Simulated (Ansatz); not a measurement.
# KI: two-dimensional strain map

These are results of DFT PBE, scalar-relativistic, plane waves, PAW (Ansatz), not measurements. Cutoff 420 eV, Γ-centred 6×6×6 k-points, Gaussian smearing of 0.05 eV. No spin polarisation. Energies are free energies at this smearing, counted from the undisturbed cell; pressure is positive in compression.

The undisturbed cell (as given, not relaxed at this level; it stands at 0.5 GPa; this CsCl-type form isn't the usual structure):

```
CELL_PARAMETERS angstrom
4.29120 0.00000 0.00000
0.00000 4.29120 0.00000
0.00000 0.00000 4.29120
ATOMIC_POSITIONS crystal
K 0.00000 0.00000 0.00000
I 0.50000 0.50000 0.50000
```

The cell is strained by p along both x and y and by q along z, fractional coordinates fixed. Points are written (p, q).

Energy above the undisturbed cell in meV/atom (a dash: not computed):

```
 p \ q  -0.030  -0.015  0.000  0.015  0.030
-0.030    26.7    20.5   16.5   14.5   14.4
-0.015    14.6       –    5.8      –    5.0
 0.000       ?       ?    0.0      ?      ?
 0.015     5.3       –   -1.5      –      –
 0.030     7.0       –    0.9      –    2.3
```

Problem. Fill in the withheld energies.

Solution. (0.000, -0.030): 7.6; (0.000, -0.015): 2.8; (0.000, 0.015): -0.8; (0.000, 0.030): 0.1.